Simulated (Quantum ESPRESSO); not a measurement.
# Ag under changes of volume

One of the cells (17.048 Å³/atom); the others are scaled copies at fixed shape and fractional positions:

```
CELL_PARAMETERS angstrom
0.00000 2.04275 2.04275
2.04275 0.00000 2.04275
2.04275 2.04275 0.00000
ATOMIC_POSITIONS crystal
Ag 0.00000 0.00000 0.00000
```

* Program: Quantum ESPRESSO 7.5
* Functional: r2SCAN
* Potentials or basis: SG15 PBE 1.2
* Cutoff: 952 eV
* Density cutoff: 3810 eV
* k mesh: 8 × 8 × 8
* Occupations: fermi-dirac, width 0.05 eV
* Spin: no spin polarisation

```csv
volume (Å³/atom),energy over the lowest point (meV/atom),pressure (GPa)
16.025,34.00,9.6
16.366,?,?
16.707,6.30,3.7
17.048,0.91,1.4
17.389,0.00,-0.6
17.730,2.93,-2.3
18.071,9.37,-3.9
```

Q: What does the run at 16.366 Å³/atom give?

A: Energy over the lowest point 17.04 meV/atom; pressure 6.4 GPa.

Worked out: A Birch-Murnaghan fit of order 3 (a polynomial in V^(-2/3)) to the other rows has its minimum at 17.29 Å³/atom with B0 = V·E''(V) = 97 GPa and B' = 6.8. It gives 17.09 meV/atom at 16.366 Å³/atom, against the run's 17.04, and -dE/dV = 6.4 GPa, against 6.4.

Energies are extrapolated to zero smearing.

Caveats: the potentials were made for another functional, which shifts forces and pressure.
